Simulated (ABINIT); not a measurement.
Crystal: LiCl.

```
Cl Li
1.0
     0.00000    2.56477    2.56477
     2.56477    0.00000    2.56477
     2.56477    2.56477    0.00000
Cl Li
1 1
Direct
  0.50000 0.50000 0.50000
  0.00000 0.00000 0.00000
```

Base run:

```yaml
Program: ABINIT 10.8.3 (patched build)
Functional: PBE0
Potentials_or_basis: SG15 NC PBE v1.2
Cutoff: 707 eV
k_mesh: 6 × 6 × 6
Occupations: fixed
Spin: no spin polarisation
```

Its results: band gap on the k mesh 8.41 eV, direct.

**Question.** The run is repeated on the same cell with these changes: functional from PBE0 to PBEsol. What comes out?

**Answer.** Band gap on the k mesh 6.10 eV, direct.

PBE0 gives the wider gap, since exact exchange removes part of the self-interaction.

A k mesh can miss the band edges.
